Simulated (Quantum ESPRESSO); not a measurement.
# TiB2 (P6/mmm) in Quantum ESPRESSO: notebook, part 3 of 3

Quantum ESPRESSO 7.5. Earlier steps stand in the parts before.

### 4 Phonons, LDA

The input, pw.in:

```
&CONTROL
  calculation = 'scf'
  prefix = 'pwscf'
  outdir = './tmp'
  pseudo_dir = './pseudo'
  tprnfor = .true.
  tstress = .true.
  disk_io = 'low'
/
&SYSTEM
  ibrav = 0
  nat = 3
  ntyp = 2
  ecutwfc = 36
  ecutrho = 216
  nbnd = 15
  occupations = 'smearing'
  smearing = 'mp'
  degauss = 0.01999163
/
&ELECTRONS
  conv_thr = 6d-10
  electron_maxstep = 120
  mixing_beta = 0.5
/
ATOMIC_SPECIES
Ti    47.8670 Ti.LDA_PW-JTH.UPF
B     10.8100 B.LDA_PW-JTH.UPF
CELL_PARAMETERS angstrom
   3.0292000000    0.0000000000    0.0000000000
  -1.5146000000    2.6233641531    0.0000000000
   0.0000000000    0.0000000000    3.2284000000
ATOMIC_POSITIONS crystal
Ti     0.0000000000    0.0000000000    0.0000000000
B      0.6666666667    0.3333333333    0.5000000000
B      0.3333333333    0.6666666667    0.5000000000
K_POINTS automatic
10 10 8 0 0 0
```

The input, relax.in:

```
&CONTROL
  calculation = 'vc-relax'
  prefix = 'pwscf'
  outdir = './tmp'
  pseudo_dir = './pseudo'
  tprnfor = .true.
  tstress = .true.
  disk_io = 'low'
  nstep = 40
  forc_conv_thr = 0.0001
  etot_conv_thr = 1d-06
/
&SYSTEM
  ibrav = 0
  nat = 3
  ntyp = 2
  ecutwfc = 36
  ecutrho = 216
  nbnd = 15
  occupations = 'smearing'
  smearing = 'mp'
  degauss = 0.01999163
/
&ELECTRONS
  conv_thr = 6d-10
  electron_maxstep = 120
  mixing_beta = 0.5
/
&IONS
  ion_dynamics = 'bfgs'
/
&CELL
  cell_dynamics = 'bfgs'
  press = 0
  press_conv_thr = 0.2
/
ATOMIC_SPECIES
Ti    47.8670 Ti.LDA_PW-JTH.UPF
B     10.8100 B.LDA_PW-JTH.UPF
CELL_PARAMETERS angstrom
   3.0292000000    0.0000000000    0.0000000000
  -1.5146000000    2.6233641531    0.0000000000
   0.0000000000    0.0000000000    3.2284000000
ATOMIC_POSITIONS crystal
Ti     0.0000000000    0.0000000000    0.0000000000
B      0.6666666667    0.3333333333    0.5000000000
B      0.3333333333    0.6666666667    0.5000000000
K_POINTS automatic
10 10 8 0 0 0
```

The input, scf2.in:

```
&CONTROL
  calculation = 'scf'
  prefix = 'pwscf'
  outdir = './tmp'
  pseudo_dir = './pseudo'
  tprnfor = .true.
  tstress = .true.
  disk_io = 'low'
/
&SYSTEM
  ibrav = 0
  nat = 3
  ntyp = 2
  ecutwfc = 36
  ecutrho = 216
  nbnd = 15
  occupations = 'smearing'
  smearing = 'mp'
  degauss = 0.01999163
/
&ELECTRONS
  conv_thr = 1d-13
  electron_maxstep = 120
  mixing_beta = 0.5
  startingpot = 'file'
  startingwfc = 'file'
/
ATOMIC_SPECIES
Ti    47.8670 Ti.LDA_PW-JTH.UPF
B     10.8100 B.LDA_PW-JTH.UPF
CELL_PARAMETERS angstrom
   2.9938041889    0.0000000000    0.0000000000
  -1.4969020945    2.5927104815    0.0000000000
   0.0000000000    0.0000000000    3.1657587058
ATOMIC_POSITIONS crystal
Ti     0.0000000000    0.0000000000    0.0000000000
B      0.6666666667    0.3333333333    0.5000000000
B      0.3333333333    0.6666666667    0.5000000000
K_POINTS automatic
10 10 8 0 0 0
```

The input, ph.in:

```
phonons of TiB2
&INPUTPH
  prefix = 'pwscf'
  outdir = './tmp'
  tr2_ph = 1d-16
  fildyn = 'dyn'
  niter_ph = 60
  alpha_mix(1) = 0.4
/
0.0000000000 0.0000000000 0.0000000000
```

The input, dynmat.in:

```
&INPUT
  fildyn = 'dyn'
  asr = 'crystal'
  filout = 'dynmat.disp'
  fileig = 'dynmat.eig'
/
```

Potentials or basis: JTH 2.0 LDA.

Started as:

```bash
OMP_NUM_THREADS=1 pw.x -in pw.in > pw.out
OMP_NUM_THREADS=1 pw.x -in relax.in > relax.out
OMP_NUM_THREADS=1 pw.x -in scf2.in > scf2.out
OMP_NUM_THREADS=1 ph.x -in ph.in > ph.out
OMP_NUM_THREADS=1 dynmat.x -in dynmat.in > dynmat.out
```

pw.out:

```text
This program is part of the open-source Quantum ESPRESSO suite
     for quantum simulation of materials; please cite
         "P. Giannozzi et al., J. Phys.:Condens. Matter 21 395502 (2009);
         "P. Giannozzi et al., J. Phys.:Condens. Matter 29 465901 (2017);
         "P. Giannozzi et al., J. Chem. Phys. 152 154105 (2020);
     in publications or presentations arising from this work. More details at

     file Ti.LDA_PW-JTH.UPF: wavefunction(s)  4S 3P 0P 3D 0D renormalized
     file B.LDA_PW-JTH.UPF: wavefunction(s)  2S 0S 2P 0P renormalized
     Message from routine setup:
     using ibrav=0 with symmetry is DISCOURAGED, use correct ibrav instead

     G-vector sticks info
     --------------------
     sticks:   dense  smooth     PW     G-vecs:    dense   smooth      PW
     Sum         499     313    109                 9323     5015     925

     Using Slab Decomposition

     bravais-lattice index     =            0
     lattice parameter (alat)  =       5.7244  a.u.
     unit-cell volume          =     173.1293 (a.u.)^3
     number of atoms/cell      =            3
     number of atomic types    =            2
     number of electrons       =        18.00
     number of Kohn-Sham states=           15
     kinetic-energy cutoff     =      36.0000  Ry
     charge density cutoff     =     216.0000  Ry
     scf convergence threshold =      6.0E-10
     mixing beta               =       0.5000
     number of iterations used =            8  plain     mixing
     Exchange-correlation= SLA PW NOGX NOGC
                           (   1   4   0   0   0   0   0)

[... 177 lines left out ...]

     total energy              =    -202.19204124 Ry
     estimated scf accuracy    <       0.00001646 Ry

     iteration #  7     ecut=    36.00 Ry     beta= 0.50
     Davidson diagonalization with overlap
     ethr =  9.15E-08,  avg # of iterations =  3.1
[... 25 lines left out ...]
     iteration # 11     ecut=    36.00 Ry     beta= 0.50
     Davidson diagonalization with overlap
     ethr =  8.17E-12,  avg # of iterations =  1.6

     End of self-consistent calculation

          k = 0.0000 0.0000 0.0000 (   635 PWs)   bands (ev):

   -41.3090 -17.9803 -17.6607 -17.6607   1.7056  12.4283  12.4283  12.7687
    12.9022  16.9050  16.9050  18.6612  18.6612  20.8353  20.8353
[... 138 lines left out ...]
   -41.2389 -18.0632 -18.0507 -17.7380   5.5057   7.2326  10.5597  11.6558
    11.9645  17.1444  17.9119  19.0561  19.6918  20.0538  21.7883

          k = 0.0000-0.5774-0.4691 (   624 PWs)   bands (ev):

   -41.2367 -18.0893 -18.0458 -17.7347   5.4260   7.6162  10.4018  11.2222
    11.9882  17.4857  17.9391  19.5246  19.6016  20.5374  20.7863

          k = 0.1000 0.1732 0.0000 (   627 PWs)   bands (ev):
[... 196 lines left out ...]
   -41.2306 -18.0790 -17.9566 -17.8791   6.1078   7.0972   9.4506  11.7369
    12.0203  17.5036  18.9757  19.1436  19.4277  20.1346  22.2016

     the Fermi energy is    14.9575 ev

!    total energy              =    -202.19204708 Ry
     total all-electron energy =      -202.192047 Ry
     estimated scf accuracy    <          1.3E-10 Ry
     smearing contrib. (-TS)   =      -0.00037293 Ry
     internal energy E=F+TS    =    -202.19167414 Ry

     The total energy is F=E-TS. E is the sum of the following terms:
     one-electron contribution =     -28.36329497 Ry
     hartree contribution      =      22.97238310 Ry
     xc contribution           =     -20.36047111 Ry
     ewald contribution        =    -102.61755189 Ry
     one-center paw contrib.   =     -73.82273927 Ry

     convergence has been achieved in  11 iterations

     Forces acting on atoms (cartesian axes, Ry/au):

     atom    1 type  1   force =     0.00000000    0.00000000    0.00000000
     atom    2 type  2   force =     0.00000000   -0.00000000   -0.00000000
     atom    3 type  2   force =    -0.00000000    0.00000000    0.00000000

     Total force =     0.000000     Total SCF correction =     0.000000

     Computing stress (Cartesian axis) and pressure

          total   stress  (Ry/bohr**3)                   (kbar)     P=     -109.10
  -0.00072040   0.00000000   0.00000000         -105.97        0.00        0.00
   0.00000000  -0.00072040   0.00000000            0.00     -105.97        0.00
   0.00000000   0.00000000  -0.00078423            0.00        0.00     -115.36

=------------------------------------------------------------------------------=
   JOB DONE.
=------------------------------------------------------------------------------=
```

Run time: 3.9 min. Hardware: 1 thread of Arm Neoverse V2, shared host; peak memory 0.07 GiB.

Results:

```
Free energy                            : -2750.9999 eV
Relaxed volume                         : 8.19 Å³/atom
Relaxed cell                           : a = 2.994 Å, b = 2.994 Å, c = 3.166 Å, α = 90.00°, β = 90.00°, γ = 120.00°
Space group after relaxing (to 0.05 Å) : P6/mmm (No. 191)
Pressure after relaxing                : 0.0 GPa
Band gap on the k mesh                 : none (metal or under the smearing width)
Highest phonon frequency at Γ          : 911 cm⁻¹
```

Step by step:
| step | energy change (eV) | largest force (eV/Å) | pressure (GPa) | volume (Å³) |
| --- | --- | --- | --- | --- |
| 1 | 0.0000 | 0.0000 | -10.91 | 25.66 |
| 2 | -0.0335 | 0.0000 | 3.99 | 24.25 |
| 3 | -0.0384 | 0.0000 | -0.20 | 24.60 |
| 4 | -0.0385 | 0.0000 | -0.04 | 24.58 |
| 5 | -0.0385 | 0.0000 | 0.00 | 24.57 |

Final structure:
```
Ti B
1.0
     2.99380    0.00000    0.00000
    -1.49690    2.59271    0.00000
     0.00000    0.00000    3.16576
Ti B
1 2
Direct
  0.00000 0.00000 0.00000
  0.66667 0.33333 0.50000
  0.33333 0.66667 0.50000
```

Phonon frequencies in cm⁻¹ (negative: imaginary):
```
              q point                        frequencies
(0.000, 0.000, 0.000)  -10 -3 -3 535 535 538 553 911 911
```

Optical modes at Γ, degenerate ones joined:
| cm⁻¹ | components | symmetry | active in |
| --- | --- | --- | --- |
| 535 | 2 | E1u | IR |
| 538 | 1 | A2u | IR |
| 553 | 1 | B1g | silent |
| 911 | 2 | E2g | Raman |

Caveat: the mesh is thin for the phonons of a metal; the cutoff is low for these files, which shifts pressure and relaxed volume.

### 5 Overview

| level | potentials or basis | cutoff (eV) | smearing | form of the LDA correlation | gap on the mesh (eV) | pressure (GPa) |
| --- | --- | --- | --- | --- | --- | --- |
| PBEsol | GBRV 1.5 PBEsol | 612 | cold 0.272 eV | - | none | 0.0 |
| PBE | JTH 2.0 PBE | 490 | cold 0.272 eV | - | none | 0.0 |
| LDA | JTH 2.0 LDA | 490 | methfessel-paxton 0.272 eV | PW92 | none | 0.0 |

Alike in all rows: task phonons; no spin polarisation; cell relaxed; k mesh 10 × 10 × 8.

Caveats: the mesh is thin for the phonons of a metal; the cutoff is low for these files, which shifts pressure and relaxed volume (some runs).

Total energies depend on the potentials used, so only differences within one code and one set of settings carry meaning.
